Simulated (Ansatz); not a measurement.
Crystal: LuH2.

```xyz
3
Lattice="0.0000 2.5165 2.5165 2.5165 0.0000 2.5165 2.5165 2.5165 0.0000" Properties=species:S:1:pos:R:3 pbc="T T T"
Lu    0.0000    0.0000    0.0000
H     3.7748    3.7748    3.7748
H     1.2583    1.2583    1.2583
```

Base run:

* Program: Ansatz 0.2.0
* Functional: PBEsol
* Potentials or basis: all-electron LAPW, scalar-relativistic
* Cutoff: 234 eV
* Density cutoff: 937 eV
* Basis error allowed: 0.002 eV/atom
* k mesh: 7 × 7 × 7
* Occupations: fermi-dirac, width 0.05 eV
* Spin: no spin polarisation

Its results: pressure -4.1 GPa.

Task: The run is repeated on the same cell with these changes: functional from PBEsol to LDA; k mesh from 7 × 7 × 7 to 9 × 9 × 9. What comes out?

Result: Pressure -6.8 GPa.

Several settings changed at once, so the effect can't be laid on one alone.

Caveats: the k mesh is thin for a metal, which can move the energy by tens of meV per atom (some runs).

Not every run made on this cell is shown here.
